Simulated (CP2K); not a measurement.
A run of CP2K 2026.2 is set up as follows.

feo_scf.inp

```
&GLOBAL
  PROJECT feo_scf
  RUN_TYPE ENERGY_FORCE
  PRINT_LEVEL LOW
&END GLOBAL
&FORCE_EVAL
  METHOD QS
  STRESS_TENSOR ANALYTICAL
  &DFT
    BASIS_SET_FILE_NAME BASIS_MOLOPT_UZH
    POTENTIAL_FILE_NAME GTH_POTENTIALS
    UKS T
    MULTIPLICITY 13
    &MGRID
      CUTOFF 600
      REL_CUTOFF 60
      NGRIDS 5
    &END MGRID
    &QS
      METHOD GPW
      EPS_DEFAULT 1.0E-10
    &END QS
    &KPOINTS
      SCHEME MONKHORST-PACK 8 8 7
      GAMMA_CENTERED T
      SYMMETRY T
      SYMMETRY_BACKEND SPGLIB
    &END KPOINTS
    &SCF
      SCF_GUESS ATOMIC
      EPS_SCF 1.0E-6
      MAX_SCF 150
      ADDED_MOS 20 32
      CHOLESKY OFF
      EPS_EIGVAL 1.0E-7
      &DIAGONALIZATION ON
        ALGORITHM STANDARD
      &END DIAGONALIZATION
      &MIXING ON
        METHOD PULAY_MIXING
        ALPHA 0.4
        BETA 1.5
        NBUFFER 6
      &END MIXING
      &SMEAR ON
        METHOD FERMI_DIRAC
        ELECTRONIC_TEMPERATURE [K] 580.226
      &END SMEAR
    &END SCF
    &XC
      &XC_FUNCTIONAL
        &LDA_X
        &END LDA_X
        &LDA_C_PW
        &END LDA_C_PW
      &END XC_FUNCTIONAL
    &END XC
    &PRINT
      &KPOINTS ON
      &END KPOINTS
      &MULLIKEN ON
      &END MULLIKEN
      &MO ON
        ENERGIES T
        OCCUPATION_NUMBERS T
        &EACH
          QS_SCF 0
        &END EACH
        ADD_LAST NUMERIC
      &END MO
    &END PRINT
  &END DFT
  &SUBSYS
    &CELL
      A 5.8058110200 0.0000000000 0.0000000000
      B -1.4514527500 2.5139899200 0.0000000000
      C 0.0000000000 0.0000000000 2.8330919500
      PERIODIC XYZ
    &END CELL
    &COORD
      SCALED
      Fe  0.0000000000 0.0000000000 0.0000000000
      Fe  0.5000000000 0.0000000000 0.0000000000
      O   0.3333333333 0.3333333333 0.5000000000
      O   0.8333333333 0.3333333333 0.5000000000
    &END COORD
    &KIND Fe
      BASIS_SET DZVP-MOLOPT-PBE-GTH-q16
      POTENTIAL GTH-PADE-q16
      MAGNETIZATION 5.5
    &END KIND
    &KIND O
      BASIS_SET DZVP-MOLOPT-PBE-GTH-q6
      POTENTIAL GTH-PADE-q6
    &END KIND
    &PRINT
      &ATOMIC_COORDINATES ON
      &END ATOMIC_COORDINATES
      &CELL ON
      &END CELL
      &SYMMETRY ON
      &END SYMMETRY
    &END PRINT
  &END SUBSYS
  &PRINT
    &FORCES ON
    &END FORCES
    &STRESS_TENSOR ON
    &END STRESS_TENSOR
  &END PRINT
&END FORCE_EVAL
```

Potentials or basis: GTH_POTENTIALS Fe GTH-PADE-q16, O GTH-PADE-q6; DZVP-MOLOPT-PBE-GTH basis.

Command:

```bash
$ OMP_NUM_THREADS=1 cp2k.psmp -i feo_scf.inp -o feo_scf.out
```

Problem. Predict the Mulliken charges.

Solution. Fe +0.64; O -0.64 e.

Problem. Predict the pressure.

Solution. -24.8 GPa.

Problem. Estimate the net moment.

Solution. 8.00 μB per cell.

Problem. Estimate the absolute moment.

Solution. 8.07 μB per cell.

Stress tensor (GPa, compression positive):
```
-22.38   0.00   0.00
  0.00 -22.39   0.00
  0.00   0.00 -29.67
```

Caveat: the basis of atomic orbitals isn't converged, which shifts pressures, moduli and gaps.
